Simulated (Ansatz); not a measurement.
Below is a relaxed structure of WC. It was relaxed at this level from a measured cell (COD).

The calculation used Ansatz, DFT PBE, scalar-relativistic, plane waves, PAW. Cutoff 420 eV, Γ-centred mesh, Gaussian smearing, no spin polarisation.

```xyz
2
Lattice="2.9222 0.0000 0.0000 -1.4611 2.5307 0.0000 0.0000 0.0000 2.8465" Properties=species:S:1:pos:R:3 pbc="T T T"
W     0.0000    0.0000    0.0000
C     1.4611    0.8436    1.4233
```

The zero of energy is the elements' standard structures at the same level; no fitted shifts are applied.

Task: Find its symmetry and describe it.

Result: P-6m2 (No. 187), the tungsten carbide type. Conventional cell: a = 2.922 Å, c = 2.847 Å. W is surrounded by 6 C at 2.21 Å and 8 W at 2.85–2.92 Å; around C lie 6 W at 2.21 Å.

Task: What is its formation energy per atom?

Result: −0.15 eV/atom. It lies below the elements, which doesn't yet make it stable against other compounds or structures.

Task: Is it a metal?

Result: Yes, bands cross the Fermi level on the 24×24×20 mesh.

The last run used a 24×24×20 mesh (in the run's order of axes) for its 2-atom cell and Gaussian smearing of 0.10 eV. These runs have no spin–orbit coupling, which can matter for W. The reference form of C is held partly by dispersion forces, which this level lacks. A later test with randomly moved atoms came back to the same energy, though modes that don't fit the test's cell weren't probed.
